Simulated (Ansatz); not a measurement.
BN under strains and displacements

Computed with DFT PBEsol, scalar-relativistic, plane waves, PAW in Ansatz.

Plane waves to 420 eV, a k mesh through Γ of 14×14×14 on the computed 2-atom cell and Gaussian smearing (0.02 eV); no spin polarisation.

Reference cell:

```
CELL_PARAMETERS angstrom
2.50804 0.00000 0.00000
-1.24671 2.17623 0.00000
-0.63067 -1.08812 3.02254
ATOMIC_POSITIONS crystal
B 0.97964 0.98350 0.00181
N 0.66851 0.33238 0.98500
```

Each variant moves atoms of this cell by the vectors given, if any (Å), and then applies a symmetric strain (tensor components, Cartesian axes). The reference cell isn't relaxed at this level. Energies are per atom at zero smearing, counted from the lowest variant. Pressure is positive in compression.

1. strain (xx yy zz yz xz xy, %) -0.46 0.00 -1.88 4.00 3.55 1.58; moves: B1 (0.054, -0.052, 0.066); N2 (-0.054, 0.052, -0.066)
2. strain (xx yy zz yz xz xy, %) 0.52 -6.80 -4.17 -1.54 -2.91 -0.35; moves: B1 (0.055, -0.020, -0.013); N2 (-0.055, 0.020, 0.013)
3. no strain; moves: N2 (0.000, 0.000, 0.225)
4. strain (xx yy zz yz xz xy, %) -0.24 -0.94 -1.61 -2.00 -0.08 0.88; moves: B1 (-0.028, 0.009, -0.006); N2 (0.028, -0.009, 0.006)
5. no strain; moves: B1 (0.017, 0.046, -0.076)
6. no strain; moves: N2 (-0.202, -0.099, 0.000)

```csv
result,ΔE (meV/atom),P (GPa),largest force (eV/Å),gap on mesh (eV)
A,340.0,7.84,6.72,2.50
B,123.1,-0.69,3.22,2.57
C,0.0,0.25,1.33,2.61
D,295.6,11.76,8.13,3.12
E,364.0,45.65,7.89,3.48
F,132.0,11.37,4.30,2.15
```

Question: Which variant gave which result?

Answer: A is 1, B is 3, C is 5, D is 6, E is 2, F is 4.

Each cell of BN holds layers, and where no dispersion correction was added their binding is poorly described.

This form isn't the usual stable structure of the compound.